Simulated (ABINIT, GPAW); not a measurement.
This is a calculation of HfB2 for GPAW 26.7.0 (ASE script). Atoms were shifted at random by some hundredths of an Å from the given cell, which wasn't relaxed again for these runs. 

File run.py:

```python
from ase import Atoms
from ase.dft.bandgap import bandgap
from ase.io import write
from ase.units import GPa
from gpaw import GPAW, PW, setup_paths

setup_paths.insert(0, '.')

atoms = Atoms(['Hf', 'B', 'B'],
              cell=[[3.14, 0.0, 0.0],
                    [-1.57, 2.7193197679, 0.0],
                    [0.0, 0.0, 3.48]],
              scaled_positions=[[0.00407, -0.003784, -0.002973],
                                [0.673524, 0.34355, 0.491307],
                                [0.31739, 0.675133, 0.484549]],
              pbc=True)

calc = GPAW(mode=PW(800),
            xc='PBEsol',
            kpts={'size': (10, 10, 8), 'gamma': True},
            occupations={'name': 'fermi-dirac', 'width': 0.05},
            nbands=20,
            convergence={'density': 1e-05, 'energy': 1e-05},
            maxiter=150,
            txt='gpaw.txt')
atoms.calc = calc
energy = atoms.get_potential_energy()
forces = atoms.get_forces()
stress = atoms.get_stress()
calc.write('gs.gpw')
write('result.traj', atoms)
print(f'Energy: {energy:.6f} eV')
print('Forces (eV/A):')
print(forces.round(4))
print('Stress (GPa):', (stress / GPa).round(3))
print('Fermi level:', round(calc.get_fermi_level(), 4), 'eV')
print(f'Gap: {bandgap(calc)[0]:.4f} eV, direct: {bandgap(calc, direct=True)[0]:.4f} eV')
```

Potentials or basis: PAW data sets generated in the run's folder for this functional, pw.

Command:

```console
$ gpaw-setup -f PBEsol B Hf
$ OMP_NUM_THREADS=1 python run.py
```

**Question.** Set up the same calculation for ABINIT 10.8.3 (patched build). Potentials or basis there: PseudoDojo NC SR PBEsol v0.4.1 standard, cutoff 1034 eV.

**Answer.** As run (cutoffs and basis follow the program's own potentials, and thresholds, step limits or extra output files can differ):

The input run.abi:

```
# Pseudopotentials
pp_dirpath "./"
pseudos "Hf.upf, B.upf"

# Structure
acell 3*1.0
rprim
     5.9337400313     0.0000000000     0.0000000000
    -2.9668700157     5.1387696066     0.0000000000
     0.0000000000     0.0000000000     6.5762469137
ntypat 2
znucl 72 5
natom 3
typat 1 2 2
xred
     0.0040700000    -0.0037840000    -0.0029730000
     0.6735240000     0.3435500000     0.4913070000
     0.3173900000     0.6751330000     0.4845490000
chkprim 0
chksymtnons 0
tolsym 1.0e-6

# Plane-wave basis
ecut 38.0

# k points
kptopt 1
ngkpt 10 10 8
nshiftk 1
shiftk 0.0 0.0 0.0

# Exchange and correlation
ixc -116133

# Bands and occupations
nband 13
occopt 3
tsmear 0.05 eV

# SCF cycle
nstep 100
tolvrs 1.0e-10

# Output
iomode 3
prtwf 0
prtden 0
prteig 0
prtebands 0
```

Potentials or basis: PseudoDojo NC SR PBEsol v0.4.1 standard.

The run is started by

```bash
$ abinit run.abi > log 2>&1
```

Both were run:

|  | GPAW | ABINIT |
| --- | --- | --- |
| Pressure | -2.6 GPa | -2.8 GPa |
| Largest force | 1.334 eV/Å | 1.331 eV/Å |
| Energy over the undisturbed cell | 22.1 meV/atom | 22.0 meV/atom |

Pressure is positive in compression.
